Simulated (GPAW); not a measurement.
# As (P6/mmm) in GPAW: convergence with smearing width (eV)

Aim: find how far smearing width (eV) must go before the results for As settle, at PBE. This setting moves, with any that are tied to it; all else stays.

Everything below comes from runs of GPAW 26.7.0. Logs are shortened: lines on timing, memory, paths and dates and some standing lists are left out, and cuts for length are marked. The log counts tension as positive stress, the text compression.

### 1 The structure

It takes space group P6/mmm (No. 191, hexagonal). Conventional cell: a = 4.566 Å, b = 4.566 Å, c = 2.834 Å, α = 90.00°, β = 90.00°, γ = 120.00°. Around As (site symmetry -6m2) lie 5 As at 2.64 to 2.83 Å.

The cell was built by a generator and needn't be a form met in nature.

### 2 With smearing width (eV) 0.5

The input, run.py:

```python
from ase.dft.bandgap import bandgap
from ase.io import read, write
from ase.units import GPa
from gpaw import GPAW, PW

atoms = read('As.xyz')

calc = GPAW(mode=PW(600),
            xc='PBE',
            kpts={'size': (5, 5, 7), 'gamma': True},
            occupations={'name': 'methfessel-paxton', 'order': 0, 'width': 0.5},
            nbands=13,
            convergence={'density': 1e-05, 'energy': 1e-05},
            maxiter=100,
            txt='gpaw.txt')
atoms.calc = calc
energy = atoms.get_potential_energy()
forces = atoms.get_forces()
stress = atoms.get_stress()
calc.write('gs.gpw')
write('result.traj', atoms)
print(f'Energy: {energy:.6f} eV')
print('Forces (eV/A):')
print(forces.round(4))
print('Stress (GPa):', (stress / GPa).round(3))
print('Fermi level:', round(calc.get_fermi_level(), 4), 'eV')
print(f'Gap: {bandgap(calc)[0]:.4f} eV, direct: {bandgap(calc, direct=True)[0]:.4f} eV')
```

The input, As.xyz:

```xyz
2
Lattice="4.5664006912 0.0000000000 0.0000000000 -2.2832003456 3.9546190024 0.0000000000 0.0000000000 0.0000000000 2.8337400000" Properties=species:S:1:pos:R:3 pbc="T T T"
As    -0.0000228320      2.6364258503      0.0000000000
As     2.2831775134      1.3182195163      0.0000000000
```

Potentials or basis: GPAW PAW data sets (gpaw-data 1.2.1), pw.

Started as:

```sh
$ OMP_NUM_THREADS=1 python run.py
```

Wall time 22 s (1 thread of Arm Neoverse N1, shared host); peak memory 0.15 GiB.

What came out:

```yaml
Free_energy: -8.9547 eV
Pressure: -0.1 GPa
Band_gap_on_the_k_mesh: none (metal or under the smearing width)
```

### 3 With smearing width (eV) 0.3

Edit run.py of step 2 so:

```diff
@@ -10,3 +10,3 @@
             kpts={'size': (5, 5, 7), 'gamma': True},
-            occupations={'name': 'methfessel-paxton', 'order': 0, 'width': 0.5},
+            occupations={'name': 'methfessel-paxton', 'order': 0, 'width': 0.3},
             nbands=13,
```

As.xyz is that of step 2.

Potentials or basis: GPAW PAW data sets (gpaw-data 1.2.1), pw.

Started as:

```sh
$ OMP_NUM_THREADS=1 python run.py
```

It took 23 s on 1 thread of Arm Neoverse N1, shared host; peak memory 0.15 GiB.

What came out:

- Free energy: -8.9161 eV
- Pressure: 0.1 GPa
- Band gap on the k mesh: none (metal or under the smearing width)

### 4 With smearing width (eV) 0.2

Edit run.py of step 3 so:

```diff
@@ -10,3 +10,3 @@
             kpts={'size': (5, 5, 7), 'gamma': True},
-            occupations={'name': 'methfessel-paxton', 'order': 0, 'width': 0.3},
+            occupations={'name': 'methfessel-paxton', 'order': 0, 'width': 0.2},
             nbands=13,
```

As.xyz is that of step 3.

Started as:

```sh
$ OMP_NUM_THREADS=1 python run.py
```

It took 23 s on 1 thread of Arm Neoverse N1, shared host; peak memory 0.15 GiB.

It converged, with:

```yaml
Free_energy: -8.9048 eV
Pressure: 0.3 GPa
Band_gap_on_the_k_mesh: none (metal or under the smearing width)
```

### 5 With smearing width (eV) 0.15

Edit run.py of step 4 so:

```diff
@@ -10,3 +10,3 @@
             kpts={'size': (5, 5, 7), 'gamma': True},
-            occupations={'name': 'methfessel-paxton', 'order': 0, 'width': 0.2},
+            occupations={'name': 'methfessel-paxton', 'order': 0, 'width': 0.15},
             nbands=13,
```

As.xyz is that of step 4.

Started as:

```sh
$ OMP_NUM_THREADS=1 python run.py
```

Wall time 23 s (1 thread of Arm Neoverse N1, shared host); peak memory 0.15 GiB.

Results (log left out):

```
Free energy            : -8.9008 eV
Pressure               : 0.4 GPa
Band gap on the k mesh : none (metal or under the smearing width)
```

### 6 With smearing width (eV) 0.1

Edit run.py of step 5 so:

```diff
@@ -10,3 +10,3 @@
             kpts={'size': (5, 5, 7), 'gamma': True},
-            occupations={'name': 'methfessel-paxton', 'order': 0, 'width': 0.15},
+            occupations={'name': 'methfessel-paxton', 'order': 0, 'width': 0.1},
             nbands=13,
```

As.xyz is that of step 5.

Potentials or basis: GPAW PAW data sets (gpaw-data 1.2.1), pw.

Started as:

```sh
$ OMP_NUM_THREADS=1 python run.py
```

Wall time 23 s (1 thread of Arm Neoverse N1, shared host); peak memory 0.15 GiB.

Results (log left out):

```yaml
Free_energy: -8.8975 eV
Pressure: 0.5 GPa
Band_gap_on_the_k_mesh: none (metal or under the smearing width)
```

### 7 With smearing width (eV) 0.05

Edit run.py of step 6 so:

```diff
@@ -10,3 +10,3 @@
             kpts={'size': (5, 5, 7), 'gamma': True},
-            occupations={'name': 'methfessel-paxton', 'order': 0, 'width': 0.1},
+            occupations={'name': 'methfessel-paxton', 'order': 0, 'width': 0.05},
             nbands=13,
```

As.xyz is that of step 6.

Started as:

```sh
$ OMP_NUM_THREADS=1 python run.py
```

It took 23 s on 1 thread of Arm Neoverse N1, shared host; peak memory 0.15 GiB.

Results (log left out):

| Quantity | Value |
| --- | --- |
| Free energy | -8.8953 eV |
| Pressure | 0.7 GPa |
| Band gap on the k mesh | none (metal or under the smearing width) |

### 8 With smearing width (eV) 0.025

Edit run.py of step 7 so:

```diff
@@ -10,3 +10,3 @@
             kpts={'size': (5, 5, 7), 'gamma': True},
-            occupations={'name': 'methfessel-paxton', 'order': 0, 'width': 0.05},
+            occupations={'name': 'methfessel-paxton', 'order': 0, 'width': 0.025},
             nbands=13,
```

As.xyz is that of step 7.

Started as:

```sh
$ OMP_NUM_THREADS=1 python run.py
```

It took 23 s on 1 thread of Arm Neoverse N1, shared host; peak memory 0.15 GiB.

It converged, with:

```yaml
Free_energy: -8.8948 eV
Pressure: 0.8 GPa
Band_gap_on_the_k_mesh: none (metal or under the smearing width)
```

### 9 With smearing width (eV) 0.01

Edit run.py of step 8 so:

```diff
@@ -10,3 +10,3 @@
             kpts={'size': (5, 5, 7), 'gamma': True},
-            occupations={'name': 'methfessel-paxton', 'order': 0, 'width': 0.025},
+            occupations={'name': 'methfessel-paxton', 'order': 0, 'width': 0.01},
             nbands=13,
```

As.xyz is that of step 8.

Potentials or basis: GPAW PAW data sets (gpaw-data 1.2.1), pw.

Started as:

```sh
$ OMP_NUM_THREADS=1 python run.py
```

gpaw.txt:

```text
__  _  _
 | _ |_)|_||  |
 |__||  | ||/\| - 26.7.0

Input parameters:
  mode=PW(ecut=600.0),
  convergence={'density': 1e-05, 'energy': 1e-05},
  kpts=MonkhorstPack(size=(5, 5, 7), gamma=True),
  maxiter=100,
  nbands=13,
  occupations=Occupations(name='methfessel-paxton', order=0, width=0.01),
  xc=XC(name='PBE')

Diagonalizing LCAO Hamiltonian
Converting LCAO to pw mode

        As  As

Atoms  # Å, Bohr magnetons
|   | symbol |         x |        y |        z |    initial magnetic moments |
|---|--------|-----------|----------|----------|-----------------------------|
| 0 |     As | -0.000023 | 2.636426 | 0.000000 | ( 0.0000,  0.0000,  0.0000) |
| 1 |     As |  2.283178 | 1.318220 | 0.000000 | ( 0.0000,  0.0000,  0.0000) |

Unit cell  # Å
| periodic |         x |        y |        z |  lengths |     angles |
|----------|-----------|----------|----------|----------|------------|
|      yes |  4.566401 | 0.000000 | 0.000000 | 4.566401 |  90.000000 |
|      yes | -2.283200 | 3.954619 | 0.000000 | 4.566401 |  90.000000 |
|      yes |  0.000000 | 0.000000 | 2.833740 | 2.833740 | 120.000000 |

Number of symmetries: 4
Symmetry operations  # r_c * U_cc + t_c -> r_c
|   | kind |            matrix            |
|---|------|------------------------------|
| 0 |  E   |  1, 0, 0,  0, 1, 0,  0, 0, 1 |
| 1 |  σ   |  1, 0, 0,  0, 1, 0,  0, 0,-1 |
| 2 |  σ   |  0,-1, 0, -1, 0, 0,  0, 0, 1 |
| 3 |  C2  |  0,-1, 0, -1, 0, 0,  0, 0,-1 |

BZ-sampling:
  Number of BZ points: 175
  Number of IBZ points: 36

  Monkhorst-Pack size: [5, 5, 7]
  Monkhorst-Pack shift: [0, 0, 0]

K-points  # in reciprocal-cell coordinates
|     |                                coordinates |     weight |
|-----|--------------------------------------------|------------|
|   0 | (  0.00000000,   0.00000000,   0.00000000) | 0.00571429 |
|   1 | (  0.00000000,   0.00000000,   0.14285714) | 0.01142857 |
|   2 | (  0.00000000,   0.00000000,   0.28571429) | 0.01142857 |
|   3 | (  0.00000000,   0.00000000,   0.42857143) | 0.01142857 |
|   4 | (  0.20000000,  -0.20000000,   0.00000000) | 0.01142857 |
[... 67 lines left out ...]
  Old densities: 10
  SVD Regularization: 0.005
  Good broyden scale: 1.0
  Trust region scale: 1.0
  Backstep threshold: 4.0
  History deletion threshold: 6.0
  Fourier metric: weight=20.0, sigma=0.015

occupation numbers:
  Methfessel-Paxton:
    width: 0.0100  # eV
    order: 0

poisson solver:
  ecut: 4800.0  # eV

xc functional:
  name: PBE with 2 nearest neighbor stencil

convergence criteria:
- Maximum integral of absolute [dens]ity change: 1e-05 electrons / valence electron
- Maximum [total energy] change in last 3 cyles: 1e-05 eV / valence electron
- Maximum integral of absolute [eigenst]ate change: 4e-08 eV^2 / valence electron
maximum number of iterations: 100

SCF iterations
|iter     | |      energy | eigst |  dens |
|---------|-|-------------|-------|-------|
|iter:   1| |   -8.914505 | -0.64 |       |
|iter:   2| |   -8.914363 | -2.84 | -1.23 |
|iter:   3| |   -8.894793 | -3.18 | -1.26 |
|iter:   4| |   -8.894552 | -4.09 | -1.80 |
|iter:   5| |   -8.894663 | -5.55 | -2.53 |
|iter:   6| |   -8.894668 | -7.08 | -3.31 |
|iter:   7| |   -8.894668c| -8.00c| -3.88 |
|iter:   8| |   -8.894668c| -7.98c| -4.45 |
|iter:   9| |   -8.894668c| -8.27c| -4.92 |
|iter:  10| |   -8.894668c| -8.93c| -5.46c|

Converged in 10 steps
Energy contributions relative to reference atoms: (reference = -123005.947200)

Energy contributions:
  Kinetic:          14.543100
  Coulomb:         -14.876013
  Zero:             -0.016410
  External:          0.000000
  Xc:               -8.545312
  Entropy:          -0.000064
  Spinorbit:         0.000000
  ----------------------------
  Free energy:      -8.894701
  Extrapolated:     -8.894668

dipole moment: (-0.000105, 0.000048, -18.878645)  # |e|*Ang

Fermi level: 5.230
Eigenvalues  # (at kpt = [0.000, 0.000, 0.000])
| band index |      eig [eV] | occ [0-2] |
|------------|---------------|-----------|
|          0 |        -9.020 |     2.000 |
|          1 |        -3.419 |     2.000 |
|          2 |         0.930 |     2.000 |
|          3 |         0.930 |     2.000 |
|          4 |         5.230 |     1.000 |
|          5 |         5.230 |     1.000 |
|          6 |         8.417 |     0.000 |
|          7 |         9.825 |     0.000 |
|          8 |        12.294 |     0.000 |
|          9 |        13.612 |     0.000 |
|         10 |        19.419 |     0.000 |
|         11 |        19.419 |     0.000 |
|         12 |        20.299 |     0.000 |

No gap
No difference between direct/indirect transitions

Forces  # eV/Ang
|        x |        y |       z |
|----------|----------|---------|
| -0.00001 |  0.00001 | 0.00000 |  # As   0
|  0.00001 | -0.00001 | 0.00000 |  # As   1

Stress tensor  # eV/Ang^3
|         x |         y |        z |
|-----------|-----------|----------|
| -0.011351 | -0.000000 | 0.000000 |
| -0.000000 | -0.011351 | 0.000000 |
|  0.000000 |  0.000000 | 0.008158 |

# Writing to gs.gpw (mode='')
```

stdout:

```text
Energy: -8.894668 eV
Forces (eV/A):
[[-0.  0.  0.]
 [ 0. -0.  0.]]
Stress (GPa): [-1.819 -1.819  1.307  0.     0.    -0.   ]
Fermi level: 5.2302 eV
Gap: 0.0000 eV, direct: 0.0000 eV
```

Wall time 23 s (1 thread of Arm Neoverse N1, shared host); peak memory 0.15 GiB.

What came out:

* Free energy: -8.8947 eV
* Pressure: 0.8 GPa
* Band gap on the k mesh: none (metal or under the smearing width)

### 10 Result

| smearing width (eV) | energy less the tightest run, at zero smearing (meV/atom) | pressure (GPa) | SCF cycles | CPU time (s) | peak memory (GiB) |
| --- | --- | --- | --- | --- | --- |
| 0.5 | 0.32 | -0.14 | 9 | 22 | 0.15 |
| 0.3 | -0.25 | 0.14 | 10 | 23 | 0.15 |
| 0.2 | -0.63 | 0.33 | 10 | 23 | 0.15 |
| 0.15 | -0.35 | 0.42 | 10 | 23 | 0.15 |
| 0.1 | 0.02 | 0.52 | 10 | 23 | 0.15 |
| 0.05 | 0.05 | 0.68 | 10 | 23 | 0.15 |
| 0.025 | -0.01 | 0.75 | 10 | 23 | 0.15 |
| 0.01 | 0.00 | 0.78 | 10 | 23 | 0.15 |

Against the tightest run, the energy stays within 1 meV/atom from 0.5 on; the pressure stays within 0.1 GPa from 0.025 on. Narrower smearing needs a denser k mesh, so at a fixed mesh the narrowest width isn't the most accurate. The tightest run that finished is the yardstick and may itself not be fully converged.
